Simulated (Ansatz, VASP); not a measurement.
Mg in VASP and in Ansatz

```
Mg
1.0
     3.17202    0.00000    0.00000
    -1.58601    2.74705    0.00000
     0.00000    0.00000    5.14120
Mg
2
Direct
  0.33333 0.66667 0.25000
  0.66667 0.33333 0.75000
```

Alike in both runs: task single point; functional PBE; k mesh 6 × 6 × 4; occupations gaussian, width 0.1 eV; no spin polarisation.

|  | VASP | Ansatz |
| --- | --- | --- |
| version | VASP 6.6.1 | Ansatz 0.2.0 |
| potentials or method | VASP PAW PBE potentials, release 64 (Mg) | scalar-relativistic, plane waves, PAW |
| plane-wave cutoff (eV) | 520 | 420 |
| valence electrons in the cell | 4 | 20 |

|  | VASP | Ansatz | Ansatz less VASP |
| --- | --- | --- | --- |
| gap on the k mesh at the Fermi level (eV) | none | none | - |
| pressure (GPa) | 0.9 | 1.0 | +0.12 |
| largest component of the traceless stress (GPa) | 0.21 | 0.21 | -0.002 |

A gap of «none» marks a metal or a gap that the smearing closes. The two sets of potentials don't hold the same shells in valence.

Caveats: the k mesh is coarse (spacing up to 0.38 Å⁻¹), so the values aren't converged.
